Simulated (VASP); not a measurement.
A run of VASP 6.6.1 is set up as follows.

Contents of INCAR:

```
SYSTEM = Ru
  PREC = Accurate
  ENCUT = 520
  EDIFF = 1E-6
  ISMEAR = -1
  SIGMA = 0.1
  LREAL = .False.
  LASPH = .True.
  NELM = 60
  ALGO = Normal
  ISIF = 2
  LWAVE = .False.
  LCHARG = .False.
  NBANDS = 13
```

The input KPOINTS:

```
Automatic mesh
0
Gamma
  13 13 13
  0 0 0
```

POSCAR

```
Ru
1.0
    2.4642137828      0.0000000000      0.0000000000
    0.0000000000      2.4642137828      0.0000000000
    0.0000000000      0.0000000000      2.4642137828
Ru
1
Direct
    0.0000000000      0.0000000000      0.0000000000
```

Potentials or basis: VASP PAW LDA potentials, release 64 (Ru_pv).

Run with:

```sh
$ cat potpaw_LDA.64/Ru_pv/POTCAR > POTCAR
$ mpirun -np 1 vasp_std > vasp.out
```

(1) Estimate the band gap on the k mesh.

(2) What does it give for the pressure?

Results:

(1) none (metal or under the smearing width).

(2) 0.9 GPa.
